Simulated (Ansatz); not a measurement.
CdF2:

```
Cd F
1.0
     0.00000    2.69400    2.69400
     2.69400    0.00000    2.69400
     2.69400    2.69400    0.00000
Cd F
1 2
Direct
  0.00000 0.00000 0.00000
  0.75000 0.75000 0.75000
  0.25000 0.25000 0.25000
```

Base run:

```yaml
Program: Ansatz 0.2.0
Functional: HF
Potentials_or_basis: Ansatz PAW
Cutoff: 420 eV
Density_cutoff: 1680 eV
k_mesh: 5 × 5 × 5
Occupations: fermi-dirac, width 0.05 eV
Spin: no spin polarisation
```

Its results: band gap on the k mesh 15.42 eV, indirect (least direct gap 16.04 eV).

Task: The run is repeated on the same cell with these changes: functional from HF to HSEsol. What comes out?

Result: Band gap on the k mesh 5.14 eV, indirect (least direct gap 5.63 eV).

Caveats: the k mesh misses the band edges, so the gap on the mesh is wider than the one along the path.

Not every run made on this cell is shown here.
